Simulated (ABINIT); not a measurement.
# MoS2 in ABINIT: single point with LDA

Aim: the single point of MoS2 with LDA.

Program: ABINIT 10.8.3 (patched build). These are calculated values, not measurements. Logs are shortened: lines on timing, memory, paths and dates and some standing lists are left out, and cuts for length are marked. The log counts tension as positive stress, the text compression.

## 1. The structure

The cell holds a slab with vacuum, 3 atoms: a = 3.184 Å, b = 3.184 Å, c = 17.335 Å, α = 90.00°, β = 90.00°, γ = 120.00°.

## 2. Single point, LDA

The input, run.abi:

```
pp_dirpath "./"
pseudos "Mo.upf, S.upf"

acell 6.0171262416 6.0171262416 32.7576463855
rprim
     1.0000000000     0.0000000000     0.0000000000
    -0.5000000000     0.8660254038     0.0000000000
     0.0000000000     0.0000000000     1.0000000000
ntypat 2
znucl 42 16
natom 3
typat 1 2 2
xred
     0.0000000000     0.0000000000     0.0000000000
     0.3333333333     0.6666666667     0.9105070200
     0.3333333333     0.6666666667     0.0894929800

ecut 952.398519 eV

kptopt 1
ngkpt 8 8 2
nshiftk 1
shiftk 0.0 0.0 0.0

ixc 7

nband 17
occopt 3
tsmear 0.00183747

nstep 100
tolvrs 1.0e-10

iomode 3
prtwf 0
prtden 0
prteig 0
prtebands 0
enunit 2
```

Potentials or basis: PseudoDojo NC SR LDA v0.4.1 standard.

Run with:

```
$ mpirun --bind-to none -np 4 abinit run.abi > log 2>&1
```

run.abo:

```text
.Version 10.8.3 of ABINIT
 Symmetries : space group P-6 m 2 (#187); Bravais hP (primitive hexag.)
================================================================================
 Values of the parameters that define the memory need of the present run
     intxc =       0    ionmov =       0      iscf =       7    lmnmax =       6
     lnmax =       6     mgfft =     180  mpssoang =       3    mqgrid =    8724
     natom =       3  nloc_mem =       1    nspden =       1   nspinor =       1
    nsppol =       1      nsym =      12    n1xccc =    2501    ntypat =       2
    occopt =       3   xclevel =       1
       mpw =       10196          nfft =      233280          nkpt =          20
================================================================================
================================================================================

--------------------------------------------------------------------------------
------------- Echo of variables that govern the present computation ------------
--------------------------------------------------------------------------------
 -outvars: echo values of preprocessed input variables --------
            acell      6.0171262416E+00  6.0171262416E+00  3.2757646386E+01 Bohr
              amu      9.59400000E+01  3.20660000E+01
             ecut      3.50000000E+01 Hartree
           enunit           2
              ixc           7
         kptrlatt        8    0    0      0    8    0      0    0    2
          kptrlen      4.81370099E+01
            natom           3
            nband          17
            ngfft          36      36     180
             nkpt          20
            nstep         100
             nsym          12
           ntypat           2
           occopt           3
           prtden           0
        prtebands           0
           prteig           0
            prtwf           0
            rprim      1.0000000000E+00  0.0000000000E+00  0.0000000000E+00
                      -5.0000000000E-01  8.6602540380E-01  0.0000000000E+00
                       0.0000000000E+00  0.0000000000E+00  1.0000000000E+00
          spgroup         187
           tolvrs      1.00000000E-10
           tsmear      1.83747000E-03 Hartree
            typat      1  2  2
           xangst      0.0000000000E+00  0.0000000000E+00  0.0000000000E+00
                      -2.9392005742E-16  1.8383560495E+00  1.5783274933E+01
                      -2.9392005742E-16  1.8383560495E+00  1.5513250056E+00
            xcart      0.0000000000E+00  0.0000000000E+00  0.0000000000E+00
                      -5.5542841144E-16  3.4739894554E+00  2.9826066993E+01
                      -5.5542841144E-16  3.4739894554E+00  2.9315793928E+00
             xred      0.0000000000E+00  0.0000000000E+00  0.0000000000E+00
                       3.3333333333E-01  6.6666666667E-01  9.1050702000E-01
                       3.3333333333E-01  6.6666666667E-01  8.9492980000E-02
            znucl       42.00000   16.00000

================================================================================

 chkinp: Checking input parameters for consistency.

================================================================================
== DATASET  1 ==================================================================

--- !DatasetInfo
iteration_state: {dtset: 1, }
dimensions: {natom: 3, nkpt: 20, mband: 17, nsppol: 1, nspinor: 1, nspden: 1, mpw: 10196, }
cutoff_energies: {ecut:  35.0, pawecutdg:  -1.0, }
electrons: {nelect:   2.60000000E+01, charge:   0.00000000E+00, occopt:   3.00000000E+00, tsmear:   1.83747000E-03, }
meta: {optdriver: 0, ionmov: 0, optcell: 0, iscf: 7, paral_kgb: 0, }
...

 Exchange-correlation functional for the present dataset will be:
  LDA: Perdew-Wang 92 LSD fit to Ceperley-Alder data - ixc=7
  J.P.Perdew and Y.Wang, PRB 45, 13244 (1992)

 Real(R)+Recip(G) space primitive vectors, cartesian coordinates (Bohr,Bohr^-1):
 R(1)=  6.0171262  0.0000000  0.0000000  G(1)=  0.1661923  0.0959512  0.0000000
 R(2)= -3.0085631  5.2109842  0.0000000  G(2)=  0.0000000  0.1919023  0.0000000
 R(3)=  0.0000000  0.0000000 32.7576464  G(3)=  0.0000000  0.0000000  0.0305272
 Unit cell volume ucvol=  1.0271209E+03 bohr^3
 Angles (23,13,12)=  9.00000000E+01  9.00000000E+01  1.20000000E+02 degrees

 getcut: wavevector=  0.0000  0.0000  0.0000  ngfft=  36  36 180
         ecut(hartree)=     35.000   => boxcut(ratio)=   2.06329

--- Pseudopotential description ------------------------------------------------
[... 48 lines left out ...]

 Cartesian components of stress tensor (hartree/bohr^3)
  sigma(1 1)=  8.41936703E-05  sigma(3 2)=  0.00000000E+00
  sigma(2 2)=  8.41936703E-05  sigma(3 1)=  0.00000000E+00
  sigma(3 3)=  4.60430587E-05  sigma(2 1)=  0.00000000E+00

--- !ResultsGS
iteration_state: {dtset: 1, }
comment   : Summary of ground state results
lattice_vectors:
- [  6.0171262,   0.0000000,   0.0000000, ]
- [ -3.0085631,   5.2109842,   0.0000000, ]
- [  0.0000000,   0.0000000,  32.7576464, ]
lattice_lengths: [   6.01713,    6.01713,   32.75765, ]
lattice_angles: [ 90.000,  90.000, 120.000, ] # degrees, (23, 13, 12)
lattice_volume:   1.0271209E+03
convergence: {deltae: -2.643E-12, res2:  3.021E-12, residm:  1.345E-17, diffor: null, }
etotal    :  -9.25898058E+01
entropy   :   0.00000000E+00
fermie    :  -1.62797673E-02
cartesian_stress_tensor: # hartree/bohr^3
- [  8.41936703E-05,   0.00000000E+00,   0.00000000E+00, ]
- [  0.00000000E+00,   8.41936703E-05,   0.00000000E+00, ]
- [  0.00000000E+00,   0.00000000E+00,   4.60430587E-05, ]
pressure_GPa:  -2.1029E+00
xred      :
- [  0.0000E+00,   0.0000E+00,   0.0000E+00, Mo]
- [  3.3333E-01,   6.6667E-01,   9.1051E-01,  S]
- [  3.3333E-01,   6.6667E-01,   8.9493E-02,  S]
cartesian_forces: # hartree/bohr
- [  1.19332501E-28,   6.88966519E-29,  -0.00000000E+00, ]
- [ -5.96662507E-29,  -3.44483259E-29,   7.48101490E-03, ]
- [ -5.96662507E-29,  -3.44483259E-29,  -7.48101490E-03, ]
force_length_stats: {min:   1.37793304E-28, max:   7.48101490E-03, mean:   4.98734327E-03, }
...

 Integrated electronic density in atomic spheres:
 ------------------------------------------------
 Atom  Sphere_radius  Integrated_density
    1        2.00000         10.50034205
    2        2.00000          3.92292137
    3        2.00000          3.92292137
================================================================================

 ----iterations are completed or convergence reached----

 Mean square residual over all n,k,spin=   96.686E-20; max=  13.453E-18
 reduced coordinates (array xred) for    3 atoms
       0.000000000000      0.000000000000      0.000000000000
       0.333333333333      0.666666666667      0.910507020000
       0.333333333333      0.666666666667      0.089492980000
 rms dE/dt=  1.1552E-01; max dE/dt=  2.4506E-01; dE/dt below (all hartree)
    1       0.000000000000      0.000000000000      0.000000000000
    2       0.000000000000      0.000000000000     -0.245060440703
    3       0.000000000000      0.000000000000      0.245060440703

 cartesian coordinates (angstrom) at end:
    1      0.00000000000000     0.00000000000000     0.00000000000000
    2     -0.00000000000000     1.83835604946686    15.78327493268243
    3     -0.00000000000000     1.83835604946686     1.55132500558321

 cartesian forces (hartree/bohr) at end:
    1      0.00000000000000     0.00000000000000    -0.00000000000000
    2     -0.00000000000000    -0.00000000000000     0.00748101490012
    3     -0.00000000000000    -0.00000000000000    -0.00748101490012
 frms,max,avg= 3.5265842E-03 7.4810149E-03   0.000E+00  0.000E+00  0.000E+00 h/b

 cartesian forces (eV/Angstrom) at end:
    1      0.00000000000000     0.00000000000000    -0.00000000000000
    2     -0.00000000000000    -0.00000000000000     0.38468925324633
    3     -0.00000000000000    -0.00000000000000    -0.38468925324633
 frms,max,avg= 1.8134425E-01 3.8468925E-01   0.000E+00  0.000E+00  0.000E+00 e/A
 length scales=  6.017126241600  6.017126241600 32.757646385500 bohr
              =  3.184126080021  3.184126080021 17.334599938266 angstroms
 Fermi (or HOMO) energy (hartree) =  -0.01628   Average Vxc (hartree)=  -0.16721
 Eigenvalues (hartree) for nkpt=  20  k points:
 kpt#   1, nband= 17, wtk=  0.00781, kpt=  0.0000  0.0000  0.0000 (reduced coord)
  -2.28016   -1.33222   -1.32422   -1.32422   -0.56531   -0.51541   -0.25571   -0.14687
  -0.14687   -0.11237   -0.10547   -0.10547   -0.04755    0.05280    0.05280    0.06339
   0.06339
      occupation numbers for kpt#   1
   2.00000    2.00000    2.00000    2.00000    2.00000    2.00000    2.00000    2.00000
   2.00000    2.00000    2.00000    2.00000    2.00000    0.00000    0.00000    0.00000
   0.00000
 prteigrs : prtvol=0 or 1, do not print more k-points.

 Fermi (or HOMO) energy (eV) =  -0.44300   Average Vxc (eV)=  -4.55001
 Eigenvalues (   eV  ) for nkpt=  20  k points:
 kpt#   1, nband= 17, wtk=  0.00781, kpt=  0.0000  0.0000  0.0000 (reduced coord)
 -62.04626  -36.25154  -36.03378  -36.03378  -15.38296  -14.02512   -6.95823   -3.99646
  -3.99646   -3.05773   -2.86991   -2.86991   -1.29392    1.43663    1.43663    1.72493
   1.72493
 prteigrs : prtvol=0 or 1, do not print more k-points.

--- !EnergyTerms
iteration_state     : {dtset: 1, }
comment             : Components of total free energy in Hartree
kinetic             :  2.99511746551141E+01
hartree             :  2.25986193063561E+02
xc                  : -1.66007761371899E+01
Ewald energy        :  1.49127291663869E+02
psp_core            :  8.39545359520155E-01
local_psp           : -4.93556373448134E+02
non_local_psp       :  1.16631390319766E+01
internal            : -9.25898058112836E+01
'-kT*entropy'       : -1.31110530506969E-10
total_energy        : -9.25898058114147E+01
total_energy_eV     : -2.51949696837478E+03
band_energy         : -1.67296912958665E+01
...

 Cartesian components of stress tensor (hartree/bohr^3)
  sigma(1 1)=  8.41936703E-05  sigma(3 2)=  0.00000000E+00
  sigma(2 2)=  8.41936703E-05  sigma(3 1)=  0.00000000E+00
  sigma(3 3)=  4.60430587E-05  sigma(2 1)=  0.00000000E+00

-Cartesian components of stress tensor (GPa)         [Pressure= -2.1029E+00 GPa]
- sigma(1 1)=  2.47706330E+00  sigma(3 2)=  0.00000000E+00
- sigma(2 2)=  2.47706330E+00  sigma(3 1)=  0.00000000E+00
- sigma(3 3)=  1.35463356E+00  sigma(2 1)=  0.00000000E+00

== END DATASET(S) ==============================================================
================================================================================

 -outvars: echo values of variables after computation  --------
            acell      6.0171262416E+00  6.0171262416E+00  3.2757646386E+01 Bohr
           etotal     -9.2589805811E+01
            fcart      1.1933250149E-28  6.8896651855E-29 -0.0000000000E+00
                      -5.9666250744E-29 -3.4448325928E-29  7.4810149001E-03
                      -5.9666250744E-29 -3.4448325928E-29 -7.4810149001E-03
            rprim      1.0000000000E+00  0.0000000000E+00  0.0000000000E+00
                      -5.0000000000E-01  8.6602540380E-01  0.0000000000E+00
                       0.0000000000E+00  0.0000000000E+00  1.0000000000E+00
           strten      8.4193670324E-05  8.4193670292E-05  4.6043058724E-05
                       0.0000000000E+00  0.0000000000E+00  0.0000000000E+00
           xangst      0.0000000000E+00  0.0000000000E+00  0.0000000000E+00
                      -2.9392005742E-16  1.8383560495E+00  1.5783274933E+01
                      -2.9392005742E-16  1.8383560495E+00  1.5513250056E+00
             xred      0.0000000000E+00  0.0000000000E+00  0.0000000000E+00
                       3.3333333333E-01  6.6666666667E-01  9.1050702000E-01
                       3.3333333333E-01  6.6666666667E-01  8.9492980000E-02
 Calculation completed.
```

Run time: 79 s. Hardware: 4 MPI ranks of Arm Neoverse V1, shared host; peak memory 0.48 GiB.

Results:

```
Free energy                                           : -2519.4970 eV
Largest force                                         : 0.385 eV/Å
Band gap on the k mesh                                : 1.77 eV, indirect (least direct gap 1.98 eV)
Valence electrons inside the program's atomic spheres : Mo 10.50; S 3.92
```

Forces in eV/Å, atoms in the order of the input:
```
Mo   0.000  0.000  0.000
S    0.000  0.000  0.385
S    0.000  0.000 -0.385
```

Levels at points of the mesh, in eV from the valence-band top:
| k point | band 10 | band 11 | band 12 | band 13 | band 14 | band 15 | band 16 | band 17 |
| --- | --- | --- | --- | --- | --- | --- | --- | --- |
| (0.00, 0.00, 0.00) | -1.76 | -1.58 | -1.58 | 0.00 | 2.73 | 2.73 | 3.02 | 3.02 |
| (0.50, 0.00, 0.00) | -3.23 | -1.84 | -1.01 | -0.66 | 2.19 | 2.71 | 3.81 | 4.32 |
| (0.00, 0.00, 0.50) | -1.76 | -1.58 | -1.58 | 0.00 | 2.73 | 2.73 | 3.02 | 3.02 |
| (0.50, 0.00, 0.50) | -3.23 | -1.84 | -1.01 | -0.66 | 2.19 | 2.71 | 3.81 | 4.32 |

A hybrid or GW would open this gap; LDA tends to underestimate it.
